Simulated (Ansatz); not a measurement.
Input of an Ansatz 0.2.0 run:

input.yaml

```yaml
crystal:
  lattice:
    - [0.17336476, 2.38853375, 2.49586923]
    - [2.41730554, 0.06469255, 2.60454143]
    - [2.32045339, 2.4003538, 0.1615447]
  atoms:
    - { symbol: Sb, position: [0.0, 0.0, 0.0] }
hamiltonian:
  xc: pbe
  pseudopotentials: { kind: paw }
kpoints:
  mp_grid: { grid: [10, 10, 10] }
scf:
  occupations: { method: fermi_dirac, width: 0.05 }
output:
  forces: true
  stress: true
  eigenvalues: true
  write_density: true
  write_potential: true
  elf: true
  volumetric_format: npy
```

Potentials or basis: Ansatz PAW.

Launch:

```sh
$ ansatz run input.yaml --threads 2 --pin off --max-ram 5632MiB --backend cpu --events-out ev --progress --plain --runs-dir out
```

(1) What does it give for the band gap on the k mesh?

(2) What does it give for the pressure?

Results:

(1) none (metal or under the smearing width).

(2) 2.7 GPa.
